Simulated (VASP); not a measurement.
The system is Cu.

```xyz
1
Lattice="-1.4428 1.4428 1.3761 1.4428 -1.4428 1.3761 1.4428 1.4428 -1.3761" Properties=species:S:1:pos:R:3 pbc="T T T"
Cu    0.0000    0.0000    0.0000
```

This isn't the form of Cu at room conditions, which is fcc.

| Item | Value |
| --- | --- |
| Program | VASP 6.6.1 |
| Task | relaxation of cell and atoms |
| Functional | PBEsol |
| Dispersion | D4 |
| Potentials or basis | VASP PAW PBE potentials, release 64 (Cu) |
| Cutoff | 600 eV |
| k mesh | 13 × 13 × 13 |
| Occupations | fermi-dirac, width 0.02 eV |
| Spin | no spin polarisation |
| Hubbard terms | Cu d U = 3 eV |

At the start: pressure -6.7 GPa; volume 11.46 Å³/atom.

Question: Where does the relaxation end?

Answer: Over 3 steps the energy falls by 10.9 meV/atom and the volume is 10.95 Å³/atom (-4.4 %); space group I4/mmm (No. 139, to 0.05 Å).

Step by step:
| step | energy change (eV) | largest force (eV/Å) | pressure (GPa) | volume (Å³) |
| --- | --- | --- | --- | --- |
| 1 | 0.0000 | 0.0000 | -6.70 | 11.46 |
| 2 | -0.0108 | 0.0000 | -0.30 | 10.97 |
| 3 | -0.0109 | 0.0000 | 0.02 | 10.95 |

Final structure:
```xyz
1
Lattice="-1.4237 1.4237 1.3506 1.4237 -1.4237 1.3506 1.4237 1.4237 -1.3506" Properties=species:S:1:pos:R:3 pbc="T T T"
Cu    0.0000    0.0000    0.0000
```

Caveat: the PAW data sets were made with another functional, which shifts forces and pressure a little; U without spin polarisation on a metal has little footing; pairwise dispersion overbinds metals, which lowers pressure and volume; the U is typed as a test and isn't derived for this compound.
